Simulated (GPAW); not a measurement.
Runs of GPAW 26.7.0 on LiCl. It takes space group Fm-3m (No. 225, cubic). The conventional cell has a = 5.130 Å, b = 5.130 Å, c = 5.130 Å, α = 90.00°, β = 90.00°, γ = 90.00°. Around Cl (site symmetry m-3m) lie 6 Li at 2.56 Å. Li (site symmetry m-3m) has 6 Cl at 2.56 Å as nearest neighbours. 

```csv
task,level,potentials or basis,cell,k mesh,cutoff (eV),optimizer,fmax,max steps,convergence,hybrids on these orbitals,gap on the mesh (eV),pressure (GPa),V0 of scaled cells (Å³/atom),relaxed volume (Å³/atom),B0 (GPa)
relaxation of cell and atoms,PBEsol+D3(BJ),"PAW data sets generated in the run's folder for this functional, pw",relaxed,9 × 9 × 9,800,BFGS,0.02 eV/Å,60,density=1e-05 forces=0.0001,-,6.66,0.0,-,15.44,-
one-shot levels of the hybrid HSE06,LDA,"the program's PAW data sets (release 1.2.1) made for this functional, pw",as given,6 × 6 × 6,600,-,-,-,-,"["HSE06", "YS-PBE0", "HSE03"]",5.99,-2.9,-,-,-
equation of state,PBEsol+D4,"PAW data sets generated in the run's folder for this functional, pw",as given,7 × 7 × 7,800,-,-,-,-,-,-,-,(b),-,36
relaxation of cell and atoms,revPBE+D4,"the program's PAW data sets (release 1.2.1) made for this functional, pw",relaxed,9 × 9 × 9,800,BFGS,0.05 eV/Å,60,density=1e-05 forces=0.0001,-,6.61,0.0,-,16.61,-
equation of state,AM05,"PAW data sets generated in the run's folder for this functional, pw",as given,7 × 7 × 7,800,-,-,-,-,-,-,-,16.84,-,(a)
band structure,BP86,"PAW data sets generated in the run's folder for this functional, pw",as given,7 × 7 × 7,800,-,-,-,-,-,6.34,0.8,-,-,-
relaxation of cell and atoms,PBE+D3(BJ),"GPAW PAW data sets (gpaw-data 1.2.1), pw",relaxed,9 × 9 × 9,800,LBFGS,0.02 eV/Å,40,density=1e-05 forces=0.0001,-,6.64,0.1,-,16.01,-
equation of state,PBE+D3(BJ),"GPAW PAW data sets (gpaw-data 1.2.1), pw",as given,7 × 7 × 7,800,-,-,-,-,-,-,-,16.07,-,38
band structure,GLLB-SC,"the program's PAW data sets (release 1.2.1) made for this functional, pw",as given,7 × 7 × 7,800,-,-,-,-,-,10.40,-,-,-,-
relaxation of cell and atoms,PBE,"GPAW PAW data sets (gpaw-data 1.2.1), pw",relaxed,9 × 9 × 9,800,LBFGS,0.01 eV/Å,40,density=1e-05 forces=0.0001,-,6.24,0.0,-,(d),-
equation of state,PBE+D3,"GPAW PAW data sets (gpaw-data 1.2.1), pw",as given,7 × 7 × 7,800,-,-,-,-,-,-,-,(c),-,35
single point,PBEsol,"PAW data sets generated in the run's folder for this functional, pw",as given,9 × 9 × 9,800,-,-,-,-,-,6.12,-1.2,-,-,-
```

Alike in all rows: no spin polarisation; smearing fermi-dirac 0.05 eV.

Fill in the values left out.

(a) 31; (b) 15.99; (c) 16.51; (d) 17.12.

Caveats: an odd mesh through Γ misses points on the zone boundary, where band edges often lie (some runs); later steps reuse the first step's grids (some runs); the cutoff is short for stress and forces, so pressures can be off by a GPa or more (some runs); energy and the plain gap are those of the semilocal run (some runs); the hybrids' values are one shot on its orbitals and mesh (some runs); the GLLB-SC gap is the Kohn-Sham gap of the path plus the derivative discontinuity (some runs); a model potential gives levels but no total energy (some runs).

Not every run made on this cell is shown here.
